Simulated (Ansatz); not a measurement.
The system is I.

```
I
1.0
     3.63503   -2.39502    0.00000
     3.63503    2.39502    0.00000
     0.00000    0.00000    9.79344
I
4
Direct
  0.64930 0.35070 0.38440
  0.14930 0.85070 0.11560
  0.35070 0.64930 0.61560
  0.85070 0.14930 0.88440
```

* Program: Ansatz 0.2.0
* Task: single point
* Functional: PBE
* Potentials or basis: Ansatz PAW
* Cutoff: 420 eV (not typed: the program's choice for these potentials)
* k mesh: 7 × 7 × 3
* Occupations: fermi-dirac, width 0.05 eV
* Spin: no spin polarisation

On this cell: pressure 1.8 GPa; largest force 0.859 eV/Å; band gap on the k mesh 1.33 eV, indirect (least direct gap 1.41 eV).

The same run follows on a disturbed copy (atoms moved at random, drawn with an rms of 0.05 Å):

```
I
1.0
     3.63503   -2.39502    0.00000
     3.63503    2.39502    0.00000
     0.00000    0.00000    9.79344
I
4
Direct
  0.65349 0.34675 0.38295
  0.15234 0.84035 0.11361
  0.36674 0.64517 0.61547
  0.84626 0.15370 0.88219
```

Question: What does the disturbed cell give?

Answer: The energy moves by -3.7 meV/atom; pressure 1.6 GPa; largest force 0.922 eV/Å; band gap on the k mesh 1.29 eV, indirect (least direct gap 1.38 eV).

Forces on the atoms (eV/Å):
```
I   -0.004 -0.466 -0.795
I    0.009 -0.207  0.553
I   -0.011  0.456  0.780
I    0.006  0.217 -0.539
```

Stress tensor (GPa, compression positive):
```
1.26 0.01 0.02
0.01 1.14 0.38
0.02 0.38 2.29
```

Caveats: odd divisions of the mesh miss points on the zone boundary, where band edges often lie, so the gap on the mesh can be too wide; spin-orbit coupling is left out, which moves the levels of the heavy elements.

A k mesh can miss the band edges.
